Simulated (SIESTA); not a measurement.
The system is Co.

```
Co
1.0
     2.47200    0.00000    0.00000
    -1.23600    2.14081    0.00000
     0.00000    0.00000    4.02114
Co
2
Direct
  0.66667 0.33333 0.75000
  0.33333 0.66667 0.25000
```

Base run:

```yaml
Program: SIESTA 5.4.2
Functional: PBEsol
Potentials_or_basis: PseudoDojo 0.4 standard (PBEsol files)
Basis: TZP (energy shift 0.003 Ry; two zetas on semicore shells)
Grid_cutoff: 800 Ry
Energy_shift: 0.003 Ry
k_mesh: 12 × 12 × 7
Occupations: fermi-dirac, width 0.05 eV
Spin: collinear spin, ferromagnetic start
Starting_moments: "[2.0, 2.0] μB"
```

Its results: band gap on the k mesh none (metal or under the smearing width); pressure -6.7 GPa; net moment 3.20 μB per cell; site moments Co +1.60 μB.

The run is repeated on the same cell with these changes: basis from TZP (energy shift 0.003 Ry; two zetas on semicore shells) to DZ (energy shift 0.003 Ry; two zetas on semicore shells). What comes out?

Band gap on the k mesh none (metal or under the smearing width); pressure -18.4 GPa; net moment 3.24 μB per cell; site moments Co +1.62 μB.

Caveats: short orbitals over semicore shells can move pressures by several GPa; the basis of atomic orbitals isn't converged, which shifts pressures, moduli and gaps; the basis has no polarisation orbitals (some runs).
